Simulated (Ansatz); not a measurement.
Band edges of NaH (Fm-3m)

```yaml
crystal:
  lattice:
    - [0.00000, 2.34554, 2.34554]
    - [2.34554, 0.00000, 2.34554]
    - [2.34554, 2.34554, 0.00000]
  atoms:
    - { symbol: Na, position: [0.00000, 0.00000, 0.00000] }
    - { symbol: H, position: [0.50000, 0.50000, 0.50000] }
```

Level of theory, where no other is named: LDA, all-electron LAPW in Ansatz 0.2.0, scalar-relativistic. k mesh 8×8×8, fixed occupations, basis error target 1 meV/atom. The cell was relaxed by PAW under this functional, which moved its volume by -11 % from the database entry's. The structure is one entry of a database and needn't be the stable phase.

Extrema are searched on a 14×14×14 mesh and refined by Newton steps; masses come from band slopes 0.005 Å⁻¹ away, 1/m* = (1/ħ²) d²E/dk², negative for holes (the finite step makes the lightest masses up to about 3 % heavy). k is in units of the reciprocal vectors.

(1) Where are the band edges, and is the gap direct?

(2) What are the electron masses at the edge?

(3) What are the hole masses at the edge?

(4) Along the Cartesian direction 001 the conduction slope is 0.08488 eV·Å one step out. What is it four steps out, and what does that say?

(5) What electronic dielectric constant and refractive index follow from the same bands (independent particles)?

(6) What gap does PAW give in the same cell?

(7) Cells strained by ±0.5 % (all lengths, zz alone, equal engineering shears γ in yz, zx, xy; ions relaxed) give deformation potentials. How do the edge levels move, in eV per unit strain against the centre of the top valence set?

## Answers

(1) The valence maximum lies at W (0.250, -0.500, -0.250) and the conduction minimum at L (0.000, 0.000, -0.500), so the Kohn-Sham gap of 3.547 eV is indirect; the least direct gap on the mesh is 4.508 eV.

(2) The principal masses are 0.214, 0.993, 0.993 mₑ. One valley has a density-of-states mass (m₁m₂m₃)^(1/3) = 0.595; 4 valleys give N^(2/3) times that, 1.5; the direction-averaged conductivity mass 3/Σ(1/mᵢ) is 0.449 mₑ.

(3) The principal masses are 1.05, 1.05, 3.07 mₑ. One valley has a density-of-states mass (m₁m₂m₃)^(1/3) = 1.5; 6 valleys give N^(2/3) times that, 4.96; the direction-averaged conductivity mass 3/Σ(1/mᵢ) is 1.35 mₑ.

(4) 0.3393 eV·Å, 3.997 times the first; a parabola would give 4, so the band is nearly parabolic here.

(5) ε∞ = (3.45, 3.45, 3.45), so n ≈ √ε∞ = 1.86 (mean over directions) well under the gap and the normal reflectivity is ((n − 1)/(n + 1))² = 0.090. Local fields, left out here, lower ε∞ by several per cent.

(6) 3.547 eV, 0 meV from the LAPW value.

(7) 

```json
{"point": "Gamma", "k": "0.00 0.00 0.00", "side": "valence", "bands": "1", "level (eV)": "-4.041", "d/dlnV": "2.98", "d/dε_zz": "3.42", "d/dγ": "0.00*", "split/ε_zz": "–", "split/γ": "–"}
{"point": "Gamma", "k": "0.00 0.00 0.00", "side": "conduction", "bands": "1", "level (eV)": "11.199", "d/dlnV": "-9.44", "d/dε_zz": "-8.99", "d/dγ": "-0.01*", "split/ε_zz": "–", "split/γ": "–"}
{"point": "L", "k": "0.00 -0.50 0.00", "side": "valence", "bands": "1", "level (eV)": "-0.961", "d/dlnV": "0.47", "d/dε_zz": "0.91", "d/dγ": "2.39", "split/ε_zz": "–", "split/γ": "–"}
{"point": "L", "k": "0.00 -0.50 0.00", "side": "conduction", "bands": "1", "level (eV)": "3.548", "d/dlnV": "-1.59", "d/dε_zz": "-1.14", "d/dγ": "3.09", "split/ε_zz": "–", "split/γ": "–"}
{"point": "L", "k": "-0.50 -0.50 -0.50", "side": "valence", "bands": "1", "level (eV)": "-0.961", "d/dlnV": "0.47", "d/dε_zz": "0.91", "d/dγ": "-7.17", "split/ε_zz": "–", "split/γ": "–"}
{"point": "L", "k": "-0.50 -0.50 -0.50", "side": "conduction", "bands": "1", "level (eV)": "3.548", "d/dlnV": "-1.59", "d/dε_zz": "-1.14", "d/dγ": "-9.27", "split/ε_zz": "–", "split/γ": "–"}
{"point": "W", "k": "-0.25 -0.50 -0.75", "side": "valence", "bands": "1", "level (eV)": "0.000", "d/dlnV": "0.00", "d/dε_zz": "0.00", "d/dγ": "0.00", "split/ε_zz": "–", "split/γ": "–"}
{"point": "W", "k": "-0.25 -0.50 -0.75", "side": "conduction", "bands": "2", "level (eV)": "5.910", "d/dlnV": "-2.59", "d/dε_zz": "-3.24", "d/dγ": "0.00", "split/ε_zz": "12.20", "split/γ": "0.18"}
{"point": "W", "k": "-0.25 -0.75 -0.50", "side": "valence", "bands": "1", "level (eV)": "0.000", "d/dlnV": "0.00", "d/dε_zz": "1.33", "d/dγ": "0.00", "split/ε_zz": "–", "split/γ": "–"}
{"point": "W", "k": "-0.25 -0.75 -0.50", "side": "conduction", "bands": "2", "level (eV)": "5.910", "d/dlnV": "-2.59", "d/dε_zz": "0.03", "d/dγ": "0.00", "split/ε_zz": "0.00", "split/γ": "0.18"}
{"point": "X", "k": "-0.50 0.00 -0.50", "side": "valence", "bands": "1", "level (eV)": "-0.214", "d/dlnV": "0.27", "d/dε_zz": "2.55", "d/dγ": "0.00*", "split/ε_zz": "–", "split/γ": "–"}
{"point": "X", "k": "-0.50 0.00 -0.50", "side": "conduction", "bands": "1", "level (eV)": "4.467", "d/dlnV": "-2.00", "d/dε_zz": "2.62", "d/dγ": "0.00*", "split/ε_zz": "–", "split/γ": "–"}
{"point": "X", "k": "-0.50 -0.50 0.00", "side": "valence", "bands": "1", "level (eV)": "-0.214", "d/dlnV": "0.27", "d/dε_zz": "-2.94", "d/dγ": "0.00*", "split/ε_zz": "–", "split/γ": "–"}
{"point": "X", "k": "-0.50 -0.50 0.00", "side": "conduction", "bands": "1", "level (eV)": "4.467", "d/dlnV": "-2.00", "d/dε_zz": "-9.90", "d/dγ": "0.00*", "split/ε_zz": "–", "split/γ": "–"}
```

Sets with another level within 0.15 eV are left out, since it mixes in under strain; the reference set stays in any case. Entries marked * vanish by symmetry to first order; what they show is the residue of the finite step. These cells use a basis error target of 0.5 meV/atom.

Limits of these numbers: semilocal gaps are low, and what follows the gap (onsets, screening, light masses) shifts with it; the frozen-core PAW files of the compared runs were fitted under PBE, their cores solved anew for this functional.
